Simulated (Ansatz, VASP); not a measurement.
**Ca: VASP beside Ansatz**

The input INCAR:

```
SYSTEM = Ca
PREC = Accurate ; ENCUT = 520
EDIFF = 1E-6 ; ISMEAR = -1
SIGMA = 0.1 ; LREAL = .FALSE.
LASPH = .TRUE. ; NELM = 60
ALGO = Normal ; ISIF = 2
LWAVE = .FALSE. ; LCHARG = .TRUE.
GGA = RE ; LELF = .TRUE.
LVHAR = .TRUE. ; NBANDS = 17
```

Contents of KPOINTS:

```
regular mesh
0
G
  7 7 7
  0 0 0
```

The input POSCAR:

```
Ca
1.0
    0.0000000000      4.3092729362      4.3092729362
    4.3092729362      0.0000000000      4.3092729362
    4.3092729362      4.3092729362      0.0000000000
Ca
2
Direct
    0.1250000000      0.1250000000      0.1250000000
    0.8750000000      0.8750000000      0.8750000000
```

Input for Ansatz:

```yaml
crystal:
  lattice:
    - [0.0, 4.3092729362, 4.3092729362]
    - [4.3092729362, 0.0, 4.3092729362]
    - [4.3092729362, 4.3092729362, 0.0]
  atoms:
    - { symbol: Ca, position: [0.125, 0.125, 0.125] }
    - { symbol: Ca, position: [0.875, 0.875, 0.875] }
hamiltonian:
  xc: revpbe
  pseudopotentials:
    kind: paw
    azcp:
      Ca: "pseudopotentials/Ca.paw.azcp"
basis:
  ecutwfc: 420
  fft_grid_basis: typed
kpoints:
  mp_grid: { grid: [7, 7, 7], shift: [0, 0, 0] }
magnetization:
  spin_polarized: false
scf:
  occupations: { method: fermi_dirac, width: 0.1 }
  lower_state_search: "off"
output:
  stress: true
```

Alike in both runs: task single point; functional revPBE; k mesh 7 × 7 × 7; occupations fermi-dirac, width 0.1 eV; no spin polarisation.

|  | VASP | Ansatz |
| --- | --- | --- |
| version | VASP 6.6.1 | Ansatz 0.2.0 |
| potentials or method | VASP PAW PBE potentials, release 64 (Ca_sv) | plane waves (420 eV) with PAW, scalar-relativistic |
| plane-wave cutoff (eV) | 520 | 420 |
| valence electrons in the cell | 20 | 20 |

```csv
,VASP,Ansatz,Ansatz less VASP
pressure (GPa),0.2,0.2,+0.01
```

Caveats: the PAW data sets were made with another functional, which shifts forces and pressure a little (VASP).
